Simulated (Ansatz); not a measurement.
## Symmetry broken, then relaxed in C

All numbers below come from Ansatz 0.2.0, DFT PBEsol, scalar-relativistic, plane waves, PAW. Cutoff 420 eV, Γ-centred 6×6×6 k-points, Gaussian smearing of 0.05 eV. No spin polarisation. Energies are free energies at this smearing, counted from the undisturbed cell; pressure is positive in compression.

The starting cell (relaxed at this level; this bcc form isn't the usual structure):

```
C
1.0
    -2.42639    2.42639    2.42639
     2.42639   -2.42639    2.42639
     2.42639    2.42639   -2.42639
C
8
Cartesian
  -0.7893 0.7893 0.7893
  1.6371 1.6371 1.6371
  0.7893 -0.7893 0.7893
  0.7893 0.7893 -0.7893
  1.6371 -1.6371 1.6371
  0.7893 0.7893 0.7893
  -1.6371 1.6371 1.6371
  1.6371 1.6371 -1.6371
```

The atoms are displaced (Å, in the unstrained cell):

```csv
atom,ux,uy,uz
C1,-0.010,0.013,0.007
C2,-0.010,0.004,0.013
C3,0.003,0.022,0.012
C4,-0.024,0.022,-0.021
C5,0.004,-0.018,0.007
C6,-0.002,-0.012,0.042
C7,0.008,0.001,-0.009
C8,0.031,-0.032,-0.052
```

Cell and atoms are then relaxed.

Does the relaxation return to the undisturbed structure?

Yes (up to a choice of domain or origin): same space group and volume, and an energy 0.0 meV/atom from it. The disturbance itself cost 26.9 meV/atom. The final space group reads Im-3m (tolerance 0.05 Å) and the volume changes by 0.01 %.

Final structure:

```
C
1.0
    -2.42666    2.42643    2.42642
     2.42662   -2.42635    2.42630
     2.42668    2.42637   -2.42634
C
8
Direct
  0.32530 0.00001 0.00001
  0.67470 0.67470 0.67471
  0.00001 0.32530 0.00000
  0.99999 0.99999 0.32529
  0.00000 0.67471 0.00002
  0.32529 0.32528 0.32529
  0.67470 0.99999 0.99998
  0.00000 0.00001 0.67472
```

The relaxation, step by step (energy from the first step; small jumps at an unchanged geometry come where the plane waves are selected anew for the new cell):

```
step  ΔE (meV/atom) largest force component (eV/Å) pressure (GPa)
   1            0.0                           2.319            0.85
   2          -19.8                           1.029            0.01
   3          -26.7                           0.161            0.76
   4          -26.9                           0.001           -0.03
   5          -26.9                           0.002           -0.02
```

Frames along the relaxation (Å, eV/Å):

```xyz
8
Lattice="-2.426 2.426 2.426 2.426 -2.426 2.426 2.426 2.426 -2.426" Properties=species:S:1:pos:R:3:forces:R:3 pbc="T T T" step=1
C    -0.799    0.802    0.797    0.785   -0.978   -0.587
C     1.627    1.642    1.650    0.612   -0.271   -0.790
C     0.792   -0.768    0.801    0.417   -1.155   -0.319
C     0.765    0.811   -0.810    1.174   -0.798    0.623
C     1.642   -1.656    1.644   -0.695    1.184   -0.407
C     0.788    0.777    0.832   -0.266    0.627   -1.486
C    -1.629    1.638    1.628   -0.567    0.532    0.648
C     1.668    1.606   -1.689   -1.461    0.859    2.319
8
Lattice="-2.424 2.424 2.423 2.426 -2.432 2.431 2.426 2.433 -2.430" Properties=species:S:1:pos:R:3:forces:R:3 pbc="T T T" step=2
C    -0.791    0.800    0.788    0.350   -0.679   -0.220
C     1.631    1.641    1.648    0.315   -0.247   -0.570
C     0.785   -0.780    0.797    0.413   -0.622   -0.117
C     0.777    0.798   -0.803    0.598   -0.283    0.393
C     1.640   -1.650    1.641   -0.410    0.573   -0.131
C     0.793    0.781    0.810   -0.247    0.367   -0.804
C    -1.630    1.633    1.629   -0.410    0.442    0.421
C     1.648    1.629   -1.662   -0.609    0.449    1.029
8
Lattice="-2.428 2.428 2.430 2.424 -2.422 2.419 2.427 2.420 -2.423" Properties=species:S:1:pos:R:3:forces:R:3 pbc="T T T" step=3
C    -0.791    0.789    0.790    0.010    0.059    0.029
C     1.632    1.639    1.637    0.073   -0.044   -0.035
C     0.789   -0.787    0.789   -0.042   -0.007   -0.054
C     0.791    0.787   -0.788   -0.032    0.007   -0.051
C     1.637   -1.633    1.631   -0.042   -0.005    0.027
C     0.789    0.789    0.785   -0.048    0.049    0.161
C    -1.641    1.637    1.642    0.085   -0.001   -0.125
C     1.637    1.634   -1.636   -0.004   -0.060    0.049
8
Lattice="-2.427 2.426 2.426 2.427 -2.426 2.426 2.427 2.426 -2.426" Properties=species:S:1:pos:R:3:forces:R:3 pbc="T T T" step=4
C    -0.789    0.789    0.789    0.001   -0.001   -0.001
C     1.637    1.637    1.637    0.001    0.000    0.000
C     0.789   -0.789    0.789   -0.001    0.000   -0.001
C     0.789    0.789   -0.789   -0.001    0.000    0.000
C     1.637   -1.637    1.637    0.000    0.000    0.000
C     0.789    0.789    0.789   -0.001    0.001    0.001
C    -1.637    1.637    1.637    0.000    0.001   -0.001
C     1.637    1.637   -1.637    0.000   -0.001    0.001
8
Lattice="-2.427 2.426 2.426 2.427 -2.426 2.426 2.427 2.426 -2.426" Properties=species:S:1:pos:R:3:forces:R:3 pbc="T T T" step=5
C    -0.789    0.789    0.789    0.001   -0.001   -0.001
C     1.637    1.637    1.637    0.002    0.000    0.000
C     0.789   -0.789    0.789   -0.002    0.000   -0.002
C     0.789    0.789   -0.789   -0.001    0.000    0.000
C     1.637   -1.637    1.637    0.000   -0.001    0.001
C     0.789    0.789    0.789   -0.001    0.001    0.001
C    -1.637    1.637    1.637    0.000    0.001   -0.001
C     1.637    1.637   -1.637    0.000    0.000    0.001
```

Cost: 3 runs of about 0.77 core-minutes in all, on Intel Xeon 6975P-C (Granite Rapids) (shared hosts).